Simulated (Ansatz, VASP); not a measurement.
## AlN: VASP beside Ansatz

```
Al N
1.0
     3.12989    0.00000    0.00000
    -1.56494    2.71056    0.00000
     0.00000    0.00000    5.01696
Al N
2 2
Direct
  0.33333 0.66667 0.00173
  0.66667 0.33333 0.50173
  0.33333 0.66667 0.38327
  0.66667 0.33333 0.88327
```

Alike in both runs: functional PBE; k mesh 9 × 9 × 6; occupations gaussian, width 0.02 eV; no spin polarisation.

Ansatz relaxed the structure, and its values are those at the end. VASP's run is a single point on that final structure, the one shown.

|  | VASP | Ansatz |
| --- | --- | --- |
| version | VASP 6.6.1 | Ansatz 0.2.0 |
| potentials or method | VASP PAW PBE potentials, release 64 (Al, N) | scalar-relativistic, plane waves, PAW |
| plane-wave cutoff (eV) | 520 | 520 |
| valence electrons in the cell | 16 | 16 |

```csv
,VASP,Ansatz,Ansatz less VASP
gap on the k mesh at the Fermi level (eV),4.05,4.04,-0.008
least direct gap on the mesh (eV),4.05,4.04,-0.008
pressure (GPa),-0.2,0.0,+0.21
```

Caveats: an odd mesh through Γ misses points on the zone boundary, where band edges often lie.
